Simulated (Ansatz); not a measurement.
**How much do the gradients of InSb depend on the method?**

Cell: an entry of the Crystallography Open Database (COD), ions relaxed with PBE at fixed cell.

```yaml
crystal:
  lattice:
    - [5.35700, 0.00000, 0.00000]
    - [0.00000, 5.71200, 0.00000]
    - [0.00000, 0.00000, 3.06300]
  atoms:
    - { symbol: In, position: [0.00000, 0.00000, 0.17224] }
    - { symbol: In, position: [0.50000, 0.50000, 0.82776] }
    - { symbol: Sb, position: [0.50000, 0.00000, 0.71496] }
    - { symbol: Sb, position: [0.00000, 0.50000, 0.28504] }
```

Atoms are numbered from 1 in the order listed; like atoms form one site, named after its first atom.

First run. The numbers come from a DFT calculation in Ansatz (PBE, plane waves and PAW, scalar-relativistic, 420 eV cutoff, Γ-centred 9×8×15 k-points, Fermi–Dirac smearing 0.05 eV).

```
site  atom  V_zz (10²¹ V/m²)     η
  In     1             -5.66  0.35
  Sb     3             12.03  0.95
```

Second run. The same atoms and settings, except that the functional is LDA.

Question: What does the second run give?

Answer: 

| site | atom | V_zz | η | change of V_zz |
| --- | --- | --- | --- | --- |
| In | 1 | -5.71 | 0.28 | -0.05 |
| Sb | 3 | 11.93 | 0.91 | -0.10 |

The largest change of V_zz is on Sb, from 12.03 to 11.93. In per cent, |V_zz| changes by +1 on In, -1 on Sb (all sites that start above 2).

With no gap above 0.1 eV, as in a metal, the gradients converge slowly in k; expect changes of a tenth or more on a denser mesh. Without spin–orbit coupling (the program notes it for In and Sb) the gradients can shift somewhat, as the gap is small.
For the first run: At this cell the PBE pressure is 14 GPa, so with PBE the cell would grow if it were relaxed. The entry's cell may itself be off. With these PAW files V_zz is typically within 2 to 3 % of all-electron values, but misses above 10 % occur on Sb.
For the second run: At this cell the LDA pressure is 8 GPa, so with LDA the cell would grow if it were relaxed.
